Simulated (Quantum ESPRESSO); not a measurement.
A run of Quantum ESPRESSO 7.5 is set up as follows.

The input pw.in:

```
&CONTROL
  calculation = 'scf'
  prefix = 'pwscf'
  outdir = './tmp'
  pseudo_dir = './pseudo'
  tprnfor = .true.
  disk_io = 'low'
/
&SYSTEM
  ibrav = 0
  celldm(1) = 8
  nat = 4
  ntyp = 1
  ecutwfc = 66
  nbnd = 40
  occupations = 'smearing'
  smearing = 'fd'
  degauss = 0.00367493
/
&ELECTRONS
  conv_thr = 4d-09
  electron_maxstep = 150
  mixing_beta = 0.3
  mixing_mode = 'local-TF'
/
ATOMIC_SPECIES
Bi   208.9804 Bi.upf
CELL_PARAMETERS alat
  1.0721834307628   0.0000000000000   0.0000000000000
 -0.5360917153602   0.9285380885587   0.0000000000000
  0.0000000000000   0.0000000000000   7.7345309202105
ATOMIC_POSITIONS crystal
Bi     0.6666666667    0.3333333334    0.2290530945
Bi     0.3333333333    0.6666666666    0.4096843648
Bi     0.6666666667    0.3333333334    0.5903156352
Bi     0.3333333333    0.6666666666    0.7709469055
K_POINTS automatic
7 7 1 0 0 0
```

Contents of pp_density.in:

```
&INPUTPP
  prefix = 'pwscf'
  outdir = './tmp'
  filplot = 'density.dat'
  plot_num = 0
/
&PLOT
  nfile = 1
  filepp(1) = 'density.dat'
  iflag = 3
  output_format = 6
  fileout = 'density.cube'
/
```

The input pp_potential.in:

```
&INPUTPP
  prefix = 'pwscf'
  outdir = './tmp'
  filplot = 'potential.dat'
  plot_num = 11
/
&PLOT
  nfile = 1
  filepp(1) = 'potential.dat'
  iflag = 3
  output_format = 6
  fileout = 'potential.cube'
/
```

The input pp_elf.in:

```
&INPUTPP
  prefix = 'pwscf'
  outdir = './tmp'
  filplot = 'elf.dat'
  plot_num = 8
/
&PLOT
  nfile = 1
  filepp(1) = 'elf.dat'
  iflag = 3
  output_format = 6
  fileout = 'elf.cube'
/
```

Potentials or basis: PseudoDojo 0.4.1 SR PBE standard.

Run with:

```console
$ OMP_NUM_THREADS=1 mpirun -n 2 pw.x -nk 2 -in pw.in > pw.out
$ OMP_NUM_THREADS=1 mpirun -n 1 pp.x -in pp_density.in > pp_density.out
$ OMP_NUM_THREADS=1 mpirun -n 1 pp.x -in pp_potential.in > pp_potential.out
$ OMP_NUM_THREADS=1 mpirun -n 1 pp.x -in pp_elf.in > pp_elf.out
```

(1) What does it give for the work function of the upper face?

(2) Estimate the work function of the lower face.

(3) Estimate the band gap on the k mesh.

(4) Estimate the largest force.

Answers

(1) 4.79 eV.

(2) 4.79 eV.

(3) none (metal or under the smearing width).

(4) 0.032 eV/Å.

Caveat: spin-orbit coupling is left out, which moves the levels of the heavy elements.
